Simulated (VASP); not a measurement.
Crystal: Al2ZnO4 (Gahnite).

```xyz
14
Lattice="0.0000 4.0427 4.0427 4.0427 0.0000 4.0427 4.0427 4.0427 0.0000" Properties=species:S:1:pos:R:3 pbc="T T T"
Al    1.0107    1.0107    1.0107
Al    1.0107    3.0320    3.0320
Al    3.0320    3.0320    1.0107
Al    3.0320    1.0107    3.0320
Zn    6.0640    6.0640    6.0640
Zn    4.0427    4.0427    4.0427
O     7.1912    7.1912    7.1912
O     2.9156    5.1698    5.1698
O     4.9369    4.9369    7.1912
O     5.1698    2.9156    5.1698
O     7.1912    4.9369    4.9369
O     2.9156    2.9156    2.9156
O     4.9369    7.1912    4.9369
O     5.1698    5.1698    2.9156
```

- Program: VASP 6.6.1
- Task: relaxation of cell and atoms
- Functional: PBE
- Potentials or basis: VASP PAW PBE potentials, release 64 (Al, Zn, O)
- Cutoff: 600 eV
- k mesh: 6 × 6 × 6
- Occupations: gaussian, width 0.03 eV
- Spin: no spin polarisation

At the start: pressure 6.7 GPa; volume 9.44 Å³/atom.

Problem. How do energy, volume and symmetry change on relaxing?

Solution. Over 6 steps the energy falls by 6.4 meV/atom and the volume is 9.75 Å³/atom (+3.3 %); space group Fd-3m (No. 227, to 0.05 Å).

Step by step:
| step | energy change (eV) | largest force (eV/Å) | pressure (GPa) | volume (Å³) |
| --- | --- | --- | --- | --- |
| 1 | 0.0000 | 0.1282 | 6.66 | 132.14 |
| 2 | -0.0327 | 0.3076 | -4.58 | 139.79 |
| 3 | -0.0871 | 0.1244 | 0.07 | 136.34 |
| 4 | -0.0871 | 0.1201 | 0.18 | 136.26 |
| 5 | -0.0890 | 0.0397 | 0.05 | 136.52 |
| 6 | -0.0892 | 0.0033 | 0.10 | 136.46 |

Final structure:
```cif
data_structure
_symmetry_space_group_name_H-M 'P 1'
_symmetry_Int_Tables_number 1
_cell_length_a 5.7789
_cell_length_b 5.7789
_cell_length_c 5.7789
_cell_angle_alpha 60.000
_cell_angle_beta 60.000
_cell_angle_gamma 60.000
_cell_volume 136.46
loop_
_atom_site_label
_atom_site_type_symbol
_atom_site_fract_x
_atom_site_fract_y
_atom_site_fract_z
_atom_site_occupancy
Al1 Al 0.12500 0.12500 0.12500 1
Al2 Al 0.62500 0.12500 0.12500 1
Al3 Al 0.12500 0.12500 0.62500 1
Al4 Al 0.12500 0.62500 0.12500 1
Zn1 Zn 0.75000 0.75000 0.75000 1
Zn2 Zn 0.50000 0.50000 0.50000 1
O1 O 0.88944 0.88944 0.88944 1
O2 O 0.91833 0.36056 0.36056 1
O3 O 0.88944 0.88944 0.33167 1
O4 O 0.36056 0.91833 0.36056 1
O5 O 0.33167 0.88944 0.88944 1
O6 O 0.36056 0.36056 0.36056 1
O7 O 0.88944 0.33167 0.88944 1
O8 O 0.36056 0.36056 0.91833 1
```
